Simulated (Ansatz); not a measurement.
Mo (simple hexagonal type), DFT, PBE, PAW with Ansatz's default frozen-core files, scalar-relativistic (Ansatz 0.2.0), on 1 thread of Arm Neoverse V1 (shared host).

Command: `ansatz run input.yaml --threads 1 --pin off --max-ram 2048MiB --backend cpu --events-out ev --progress --plain --runs-dir out`

```yaml
crystal:
  lattice:
    - [2.7721062491, 0.0, 0.0]
    - [-1.3860531246, 2.4007144337, 0.0]
    - [0.0, 0.0, 2.5241163024]
  atoms:
    - { symbol: Mo, position: [0.0, 0.0, 0.0] }
kpoints:
  mp_grid: { grid: [18, 18, 16] }
  band_path:
    path:
      - [0.0, 0.0, 0.0]
      - [0.5, 0.0, 0.0]
      - [0.3333333333, 0.3333333333, 0.0]
      - [0.0, 0.0, 0.0]
      - [0.0, 0.0, 0.5]
      - [0.5, 0.0, 0.5]
      - [0.3333333333, 0.3333333333, 0.5]
      - [0.0, 0.0, 0.5]
      - [0.5, 0.0, 0.5]
    npoints: 8
scf:
  occupations: { method: fermi_dirac, width: 0.08 }
hamiltonian:
  xc: pbe
  pseudopotentials: { kind: paw }
output:
  forces: true
  stress: true
  eigenvalues: true
  populations: true
  dos: { projected: true, de: 0.2, e_range: [-14, 8] }
  write_density: true
  write_potential: true
  elf: true
  volumetric_format: npy
```

Task: How large is the problem that the program sets up?

Result: 333 irreducible k-points, 333 plane waves at Γ, 11 bands.

Task: About how long does it take?

Result: 5.6 s of wall time for 6 SCF iterations. Times on shared machines scatter by tens of per cent.
